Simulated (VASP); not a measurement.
# P in VASP: a series of runs

The runs below take P through band structure, phonons, with PBE+D3(BJ), r2SCAN, PBE.

Program: VASP 6.6.1. These are calculated values, not measurements. Logs are shortened: lines on timing, memory, paths and dates and some standing lists are left out, and cuts for length are marked.

### 1 The structure

The cell holds a slab with vacuum, 4 atoms: a = 3.292 Å, b = 4.439 Å, c = 20.131 Å, α = 90.00°, β = 90.00°, γ = 90.00°.

The slab is cut from a database's or a generator's crystal, which needn't be the stable form of the element.

### 2 Band structure, PBE+D3(BJ)

INCAR

```
PREC     = Accurate       # precision mode
ENCUT    = 520            # plane-wave cutoff, eV
EDIFF    = 1E-6           # SCF threshold, eV
ISMEAR   = 0              # smearing method
SIGMA    = 0.03           # smearing width, eV
LREAL    = False          # projectors in reciprocal space
LASPH    = True           # aspherical terms in the spheres
NELM     = 80             # most SCF steps
ALGO     = Normal         # electronic algorithm
ISIF     = 2              # what is computed and relaxed
LWAVE    = False          # write WAVECAR
LCHARG   = False          # write CHGCAR
LDIPOL   = True         
IDIPOL   = 3            
DIPOL    = 0.5 0.5 0.500
GGA      = PE             # functional
IVDW     = 12             # dispersion correction
NBANDS   = 18             # bands
LVHAR    = True         
LVACPOTAV= True         
KPAR     = 2
```

KPOINTS

```
Automatic mesh
0
Gamma
  10 8 1
```

POSCAR

```
P                                       
1.0
    3.2923500407      0.0000000000      0.0000000000
    0.0000000000      4.4391240723      0.0000000000
    0.0000000000      0.0000000000     20.1307681600
  P             
     4
Direct
     0.0000000000000000    0.5829074213473220    0.4473896877317571
     0.5000000000000000    0.9170925786526780    0.4473896877317571
     0.5000000000000000    0.0829074213473220    0.5526103122682429
     0.0000000000000000    0.4170925786526780    0.5526103122682429
```

KPOINTS_OPT

```
explicit points
76
Reciprocal
 0.0000000000  0.0000000000  0.0000000000 1
 0.0714285700  0.0000000000  0.0000000000 1
 0.1428571400  0.0000000000  0.0000000000 1
 0.2142857100  0.0000000000  0.0000000000 1
 0.2857142900  0.0000000000  0.0000000000 1
 0.3571428600  0.0000000000  0.0000000000 1
 0.4285714300  0.0000000000  0.0000000000 1
 0.5000000000  0.0000000000  0.0000000000 1
 0.5000000000  0.0833333300  0.0000000000 1
 0.5000000000  0.1666666700  0.0000000000 1
 0.5000000000  0.2500000000  0.0000000000 1
 0.5000000000  0.3333333300  0.0000000000 1
 0.5000000000  0.4166666700  0.0000000000 1
 0.5000000000  0.5000000000  0.0000000000 1
 0.4375000000  0.5000000000  0.0000000000 1
 0.3750000000  0.5000000000  0.0000000000 1
 0.3125000000  0.5000000000  0.0000000000 1
 0.2500000000  0.5000000000  0.0000000000 1
 0.1875000000  0.5000000000  0.0000000000 1
 0.1250000000  0.5000000000  0.0000000000 1
 0.0625000000  0.5000000000  0.0000000000 1
 0.0000000000  0.5000000000  0.0000000000 1
 0.0000000000  0.4166666700  0.0000000000 1
 0.0000000000  0.3333333300  0.0000000000 1
 0.0000000000  0.2500000000  0.0000000000 1
 0.0000000000  0.1666666700  0.0000000000 1
 0.0000000000  0.0833333300  0.0000000000 1
 0.0000000000  0.0000000000  0.0000000000 1
 0.0416666700  0.0416666700  0.0000000000 1
 0.0833333300  0.0833333300  0.0000000000 1
 0.1250000000  0.1250000000  0.0000000000 1
 0.1666666700  0.1666666700  0.0000000000 1
 0.2083333300  0.2083333300  0.0000000000 1
 0.2500000000  0.2500000000  0.0000000000 1
 0.2916666700  0.2916666700  0.0000000000 1
 0.3333333300  0.3333333300  0.0000000000 1
 0.3750000000  0.3750000000  0.0000000000 1
 0.4166666700  0.4166666700  0.0000000000 1
 0.4583333300  0.4583333300  0.0000000000 1
 0.5000000000  0.5000000000  0.0000000000 1
 0.0000000000  0.0000000000  0.0000000000 1
 0.0063338600  0.0000000000  0.0000000000 1
-0.0063338600  0.0000000000  0.0000000000 1
 0.0184737500  0.0000000000  0.0000000000 1
-0.0184737500  0.0000000000  0.0000000000 1
 0.0000000000  0.0083638500  0.0000000000 1
 0.0000000000 -0.0083638500  0.0000000000 1
 0.0000000000  0.0243945500  0.0000000000 1
 0.0000000000 -0.0243945500  0.0000000000 1
 0.5000000000  0.0000000000  0.0000000000 1
 0.5063338600  0.0000000000  0.0000000000 1
 0.4936661400  0.0000000000  0.0000000000 1
 0.5184737500  0.0000000000  0.0000000000 1
 0.4815262500  0.0000000000  0.0000000000 1
 0.5000000000  0.0083638500  0.0000000000 1
 0.5000000000 -0.0083638500  0.0000000000 1
 0.5000000000  0.0243945500  0.0000000000 1
 0.5000000000 -0.0243945500  0.0000000000 1
 0.5000000000  0.5000000000  0.0000000000 1
 0.5063338600  0.5000000000  0.0000000000 1
 0.4936661400  0.5000000000  0.0000000000 1
 0.5184737500  0.5000000000  0.0000000000 1
 0.4815262500  0.5000000000  0.0000000000 1
 0.5000000000  0.5083638500  0.0000000000 1
 0.5000000000  0.4916361500  0.0000000000 1
 0.5000000000  0.5243945500  0.0000000000 1
 0.5000000000  0.4756054500  0.0000000000 1
 0.0000000000  0.5000000000  0.0000000000 1
 0.0063338600  0.5000000000  0.0000000000 1
-0.0063338600  0.5000000000  0.0000000000 1
 0.0184737500  0.5000000000  0.0000000000 1
-0.0184737500  0.5000000000  0.0000000000 1
 0.0000000000  0.5083638500  0.0000000000 1
 0.0000000000  0.4916361500  0.0000000000 1
 0.0000000000  0.5243945500  0.0000000000 1
 0.0000000000  0.4756054500  0.0000000000 1
```

Potentials or basis: VASP PAW PBE potentials, release 64 (P).

Command:

```sh
$ cat potpaw_PBE.64/P/POTCAR > POTCAR
$ mpirun -np 2 vasp_std > vasp.out
```

OUTCAR:

```text
PREC = Accurate
   ENCUT = 520
   EDIFF = 1E-6
   ISMEAR = 0
   LREAL = False
   LASPH = True
   NELM = 80
   ISIF = 2
   GGA = PE
   IVDW = 12
 IVDW          = 12

 ion  position               nearest neighbor table
   1  0.000  0.583  0.447-   2 2.22   2 2.22   4 2.24
   2  0.500  0.917  0.447-   1 2.22   1 2.22   3 2.24
   3  0.500  0.083  0.553-   4 2.22   4 2.22   2 2.24
   4  0.000  0.417  0.553-   3 2.22   3 2.22   1 2.24

  LATTYP: Found a simple orthorhombic cell.
 ALAT       =     3.2923500407
 B/A-ratio  =     1.3483147349
 C/A-ratio  =     6.1144070075

  Lattice vectors:

 A1 = (   3.2923500407,   0.0000000000,   0.0000000000)
 A2 = (   0.0000000000,   4.4391240723,   0.0000000000)
 A3 = (   0.0000000000,   0.0000000000,  20.1307681600)

Analysis of symmetry for initial positions (statically):
=====================================================================
 Subroutine PRICEL returns:
 Original cell was already a primitive cell.

 Routine SETGRP: Setting up the symmetry group for a
 simple orthorhombic supercell.

 Subroutine GETGRP returns: Found  8 space group operations
 (whereof  4 operations were pure point group operations)
 out of a pool of  8 trial point group operations.

The static configuration has the point symmetry C_2h.
 The point group associated with its full space group is D_2h.

Analysis of symmetry for dynamics (positions and initial velocities):
=====================================================================
 Subroutine PRICEL returns:
 Original cell was already a primitive cell.

 Routine SETGRP: Setting up the symmetry group for a
 simple orthorhombic supercell.

 Subroutine GETGRP returns: Found  8 space group operations
 (whereof  4 operations were pure point group operations)
 out of a pool of  8 trial point group operations.

The dynamic configuration has the point symmetry C_2h.
 The point group associated with its full space group is D_2h.

 Subroutine INISYM returns: Found  8 space group operations
 (whereof  4 operations are pure point group operations),
 and found     1 'primitive' translations

----------------------------------------------------------------------------------------

                                     Primitive cell

  volume of cell :     294.2142

  direct lattice vectors                    reciprocal lattice vectors
     3.292350041  0.000000000  0.000000000     0.303734411  0.000000000  0.000000000
     0.000000000  4.439124072  0.000000000     0.000000000  0.225269667  0.000000000
     0.000000000  0.000000000 20.130768160     0.000000000  0.000000000  0.049675203

  length of vectors
     3.292350041  4.439124072 20.130768160     0.303734411  0.225269667  0.049675203

  position of ions in fractional coordinates (direct lattice)
     0.000000000  0.582907421  0.447389688
     0.500000000  0.917092579  0.447389688
     0.500000000  0.082907421  0.552610312
     0.000000000  0.417092579  0.552610312

  ion indices of the primitive-cell ions
   primitive index   ion index
                 1           1
                 2           2
                 3           3
                 4           4

----------------------------------------------------------------------------------------

 KPOINTS: Automatic mesh

Automatic generation of k-mesh.
 Grid dimensions read from file:
 generate k-points for:   10    8    1

 Generating k-lattice:

  Cartesian coordinates                     Fractional coordinates (reciprocal lattice)
     0.030373441  0.000000000  0.000000000     0.100000000  0.000000000  0.000000000
     0.000000000  0.028158708  0.000000000     0.000000000  0.125000000  0.000000000
     0.000000000  0.000000000  0.049675203     0.000000000  0.000000000  1.000000000

  Length of vectors
     0.030373441  0.028158708  0.049675203

  Shift w.r.t. Gamma in fractional coordinates (k-lattice)
     0.000000000  0.000000000  0.000000000

 Subroutine IBZKPT returns following result:
 ===========================================

 Found     30 irreducible k-points:

 Following reciprocal coordinates:
            Coordinates               Weight
  0.000000  0.000000  0.000000      1.000000
  0.100000  0.000000  0.000000      2.000000
  0.200000  0.000000  0.000000      2.000000
  0.300000  0.000000  0.000000      2.000000
  0.400000  0.000000  0.000000      2.000000
  0.500000  0.000000  0.000000      1.000000
[... 16 lines left out ...]
  0.400000  0.375000  0.000000      4.000000
  0.500000  0.375000  0.000000      2.000000
 [... further k-points ...]
   k-points           NKPTS =     30   k-points in BZ     NKDIM =     30   number of bands    NBANDS=     18
   number of dos      NEDOS =    301   number of ions     NIONS =      4
   total plane-waves  NPLWV = 129600
   dimension x,y,z NGX =    24 NGY =   36 NGZ =  150
   dimension x,y,z NGXF=    48 NGYF=   72 NGZF=  300
   ions per type =               4
   NGX,Y,Z   is equivalent  to a cutoff of  12.12, 13.48, 12.39 a.u.
   NGXF,Y,Z  is equivalent  to a cutoff of  24.24, 26.96, 24.77 a.u.
 SYSTEM =  unknown system
   PREC   = accura    normal or accurate (medium, high low for compatibility)
   ISTART =      0    job   : 0-new  1-cont  2-samecut
   ICHARG =      2    charge: 1-file 2-atom 10-const
   ISPIN  =      1    spin polarized calculation?
   LNONCOLLINEAR =      F non collinear calculations
   LSORBIT =      F    spin-orbit coupling
   LASPH  =      T    aspherical Exc in radial PAW
   ENCUT  =  520.0 eV  38.22 Ry    6.18 a.u.   6.12  8.25 37.43*2*pi/ulx,y,z
   NELM   =     80;   NELMIN=  2; NELMDL= -5     # of ELM steps
   EDIFF  = 0.1E-05   stopping-criterion for ELM
   LREAL  =      F    real-space projection
   EDIFFG = 0.1E-04   stopping-criterion for IOM
   NSW    =      0    number of steps for IOM
   IBRION =     -1    ionic relax: 0-MD 1-quasi-New 2-CG
   NFREE  =      0    steps in history (QN), initial steepest desc. (CG)
   ISIF   =      2    stress and relaxation
   ISYM   =      2    0-nonsym 1-usesym 2-fastsym
   POTIM  = 0.5000    time-step for ionic-motion
   TEBEG  =    0.0;   TEEND  =   0.0 temperature during run
   PSTRESS=    0.0 pullay stress
   NELECT =      20.0000    total number of electrons
   NUPDOWN=      -1.0000    fix difference up-down
   EMIN   =  10.00;   EMAX   =-10.00  energy-range for DOS
   EFERMI =   0.00;   METHOD = LEGACY
   ISMEAR =     0;   SIGMA  =   0.03  broadening in eV -4-tet -1-fermi 0-gaus
   EFERMI_NEDOS =   21; number of points for ismear=-14 and -15
   IALGO  =     38    algorithm
   IMIX   =      4    mixing-type and parameters
     AMIX     =   0.40;   BMIX     =  1.00
     AMIX_MAG =   1.60;   BMIX_MAG =  1.00
  volume/ion in A,a.u.               =      73.55       496.36
  Fermi-wavevector in a.u.,A,eV,Ry     =   0.668134  1.262590  6.073683  0.446403
  Thomas-Fermi vector in A             =   1.742953
   LORBIT       =      0    0 simple, 1 ext, 2 COOP (PROOUT), +10 PAW based schemes
   GGA     = PE    functional components
   LHFCALC =     F    Hartree Fock is set to
   AEXX    =    0.0000 exact exchange contribution
   IVDW    =    12    specifies the selected vdW correction
   LEPSILON=     F    determine dielectric tensor
   LRPA    =     F    only Hartree local field effects (RPA)
 non-spin polarized calculation
 Gauss-broadening in eV      SIGMA  =   0.03
  energy-cutoff  :      520.00
  volume of cell :      294.21
 maximum number of plane-waves:      7964
   NGX = 13   NGY = 17   NGZ = 75

 dipolmoment           0.000000      0.000000      0.000000 electrons x Angstroem

 number of electron      20.0000000 magnetization

 dipolmoment           0.000000      0.000000     -0.000000 electrons x Angstroem

 Free energy of the ion-electron system (eV)
  ---------------------------------------------------
  ext. energy  EPLUGINS =         0.00000000
  ---------------------------------------------------
  free energy    TOTEN  =       -21.44895178 eV

  energy without entropy =      -21.44895178  energy(sigma->0) =      -21.44895178

 E-fermi :  -1.9407     XC(G=0):  -3.0872

 val. band max:       -2.0754031623   @ k =   0.0000   0.0000   0.0000
 cond. band min:      -1.3246542535   @ k =   0.0000   0.0000   0.0000
 fundamental gap:      0.7507489088
 Fermi energy:        -1.9406607849

 k-point     1 :       0.0000    0.0000    0.0000
  band No.  band energies     occupation
      1     -17.2530      2.00000
      2     -14.6320      2.00000
      3     -11.1138      2.00000
      4      -7.8753      2.00000
      5      -6.7854      2.00000
      6      -6.6180      2.00000
[... 10 lines left out ...]
     17       3.1960      0.00000
     18       3.7103      0.00000
[... 466 lines left out ...]
      2     -14.0503      2.00000
      3     -11.8489      2.00000
      4     -11.8489      2.00000
      5      -7.3028      2.00000
      6      -7.3028      2.00000
[... 10 lines left out ...]
     17       4.0629      0.00000
     18       4.0629      0.00000

 [... further k-points ...]

------------------------ aborting loop because EDIFF is reached ----------------------------------------

 Edisp (eV)   -0.99206

 E8    (eV) :    -0.4023

  FORCE on cell =-STRESS in cart. coord.  units (eV):
  Direction    XX          YY          ZZ          XY          YZ          ZX
  --------------------------------------------------------------------------------------
  -------------------------------------------------------------------------------------
  Total      -0.01265    -0.00419    -0.03177     0.00000    -0.00000     0.00000
  in kB      -0.06887    -0.02283    -0.17299     0.00000    -0.00000     0.00000
  external pressure =       -0.09 kB  Pullay stress =        0.00 kB

 VOLUME and BASIS-vectors are now :
 -----------------------------------------------------------------------------
  energy-cutoff  :      520.00
  volume of cell :      294.21
      direct lattice vectors                 reciprocal lattice vectors
     3.292350041  0.000000000  0.000000000     0.303734411  0.000000000  0.000000000
     0.000000000  4.439124072  0.000000000     0.000000000  0.225269667  0.000000000
     0.000000000  0.000000000 20.130768160     0.000000000  0.000000000  0.049675203

 POSITION                                       TOTAL-FORCE (eV/Angst)
 -----------------------------------------------------------------------------------
      0.00000      2.58760      9.00630         0.000000     -0.001965      0.003271
      1.64618      4.07109      9.00630         0.000000      0.001965      0.003271
      1.64618      0.36804     11.12447         0.000000     -0.001965     -0.003271
      0.00000      1.85153     11.12447         0.000000      0.001965     -0.003271
 -----------------------------------------------------------------------------------
    total drift:                               -0.000000      0.000000     -0.000000

  FREE ENERGIE OF THE ION-ELECTRON SYSTEM (eV)
  ---------------------------------------------------
  free  energy   TOTEN  =       -22.4410155017 eV

  energy  without entropy=      -22.4410155017  energy(sigma->0) =      -22.44101550

 vacuum level on the upper side and lower side of the slab         2.840         2.840
```

Run time: 2.3 min. Hardware: 2 MPI ranks of Intel Xeon Platinum 8488C (Sapphire Rapids), shared host; peak memory 0.46 GiB.

What came out:

```
Free energy                            : -22.4410 eV
Largest force                          : 0.004 eV/Å
Band gap on the k mesh                 : 0.75 eV, direct
Band gap along the path                : 0.75 eV, direct
Dispersion energy per atom             : -0.248 eV
Ionisation potential of the upper face : 4.92 eV
```

Forces on the atoms (eV/Å):
```
P    0.000 -0.002  0.003
P    0.000  0.002  0.003
P    0.000 -0.002 -0.003
P    0.000  0.002 -0.003
```

### 3 Band structure, r2SCAN

Changes to INCAR since step 2:

```diff
@@ -7,4 +7,4 @@
 LASPH    = True           # aspherical terms in the spheres
-NELM     = 80             # most SCF steps
-ALGO     = Normal         # electronic algorithm
+NELM     = 120            # most SCF steps
+ALGO     = All            # electronic algorithm
 ISIF     = 2              # what is computed and relaxed
@@ -15,4 +15,4 @@
 DIPOL    = 0.5 0.5 0.500
-GGA      = PE             # functional
-IVDW     = 12             # dispersion correction
+METAGGA  = R2SCAN         # meta-GGA
+LMIXTAU  = True         
 NBANDS   = 18             # bands
@@ -20,2 +20,3 @@
 LVACPOTAV= True         
+AMIN     = 0.01         
 KPAR     = 2
```

KPOINTS is that of step 2.

POSCAR is that of step 2.

KPOINTS_OPT is that of step 2.

Potentials or basis: VASP PAW PBE potentials, release 64 (P).

Command:

```sh
$ cat potpaw_PBE.64/P/POTCAR > POTCAR
$ mpirun -np 2 vasp_std > vasp.out
```

Wall time 5.6 min (2 MPI ranks of Intel Xeon Platinum 8488C (Sapphire Rapids), shared host); peak memory 0.56 GiB.

Results (log left out):

* Free energy: -35.7571 eV
* Largest force: 0.320 eV/Å
* Band gap on the k mesh: 0.93 eV, direct
* Band gap along the path: 0.93 eV, direct
* Ionisation potential of the upper face: 5.10 eV

Forces on the atoms (eV/Å):
```
P    0.000  0.305  0.099
P    0.000 -0.305  0.099
P    0.000  0.305 -0.099
P    0.000 -0.305 -0.099
```

Levels at points of the mesh, in eV from the valence-band top:
```tsv
k point	band 7	band 8	band 9	band 10	band 11	band 12	band 13	band 14
(0.00, 0.00, 0.00)	-3.69	-1.94	-1.91	0.00	0.93	1.86	3.05	3.70
(0.50, 0.00, 0.00)	-2.88	-2.88	-2.08	-2.08	1.56	1.56	2.22	2.22
(0.00, 0.50, 0.00)	-2.75	-2.75	-1.09	-1.09	2.42	2.42	3.75	3.75
(0.50, 0.50, 0.00)	-5.02	-5.02	-1.37	-1.37	2.68	2.68	4.58	4.58
```

Caveat: the PAW data sets were made with another functional, which shifts forces and pressure a little. r2SCAN opens gaps a little over a GGA but as a rule still falls short of measured ones.

(Continued in part 2 of 2.)
